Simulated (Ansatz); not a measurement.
Crystal: Sn.

```xyz
2
Lattice="-2.9401 2.9401 1.5993 2.9401 -2.9401 1.5993 2.9401 2.9401 -1.5993" Properties=species:S:1:pos:R:3 pbc="T T T"
Sn    0.0000    0.0000    0.0000
Sn    0.0000    2.9401    0.7997
```

```yaml
Program: Ansatz 0.2.0
Task: relaxation of cell and atoms
Functional: HSE06
Potentials_or_basis: Ansatz PAW
Cutoff: "420 eV (not typed: the program's choice for these potentials)"
k_mesh: 5 × 5 × 5
Occupations: fermi-dirac, width 0.05 eV
Spin: no spin polarisation
```

At the start: volume 27.65 Å³/atom.

Task: How do energy, volume and symmetry change on relaxing?

Result: It ends after 4 steps and the volume is 27.46 Å³/atom (-0.7 %); space group I4_1/amd (No. 141, to 0.05 Å).

The path:
```csv
step,energy change (eV),largest force (eV/Å),volume (Å³)
1,0.0000,0.0000,55.30
2,-0.0740,0.0000,55.07
3,-0.0743,0.0000,54.92
4,-0.0743,0.0000,54.92
```

Final structure:
```xyz
2
Lattice="-3.0042 3.0042 1.5213 3.0042 -3.0042 1.5213 3.0042 3.0042 -1.5213" Properties=species:S:1:pos:R:3 pbc="T T T"
Sn    0.0000    0.0000    0.0000
Sn    0.0000    3.0042    0.7606
```

Caveat: the k mesh is coarse (spacing up to 0.45 Å⁻¹), so the values aren't converged, least of all with exact exchange; the plane-wave basis is chosen anew once the cell has moved, so the energies of steps on either side of that aren't comparable; the PAW data sets come from PBE, with cores solved anew for the run's functional, which leaves a small shift of forces and pressure.
